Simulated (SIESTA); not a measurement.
MoS2 in SIESTA: the effect of functional

MoS2:

```
Mo S
1.0
     1.58000    0.91221    6.15000
    -1.58000    0.91221    6.15000
     0.00000   -1.82443    6.15000
Mo S
1 2
Direct
  0.00000 0.00000 0.00000
  0.41700 0.41700 0.41700
  0.25000 0.25000 0.25000
```

Measurements of this composition are mostly on another form, of space group No. 194.

Alike in all runs:

* Program: SIESTA 5.4.2
* Task: band structure
* Basis: DZP (energy shift 0.003 Ry; two zetas on semicore shells)
* Grid cutoff: 800 Ry
* Energy shift: 0.003 Ry
* k mesh: 10 × 10 × 10
* Occupations: fermi-dirac, width 0.05 eV
* Spin: no spin polarisation

Question: One run gave: gap on the mesh 1.03 eV; pressure 16.2 GPa; largest force 1.39 eV/Å. Which functional did it use?
A. AM05
B. BLYP
C. vdW-DF-cx

Answer: B.

```csv
functional,potentials or basis,gap on the mesh (eV),pressure (GPa),largest force (eV/Å)
AM05,PseudoDojo 0.4 standard (PBEsol files),1.00,3.0,0.58
BLYP,PseudoDojo 0.4 standard (PBE files),1.03,16.2,1.39
vdW-DF-cx,PseudoDojo 0.4 standard (PBE files),0.99,5.1,0.97
```

Caveats: the potentials were made for another functional, which shifts forces and pressure; the basis of atomic orbitals isn't converged, which shifts pressures, moduli and gaps.

A k mesh can miss the band edges.
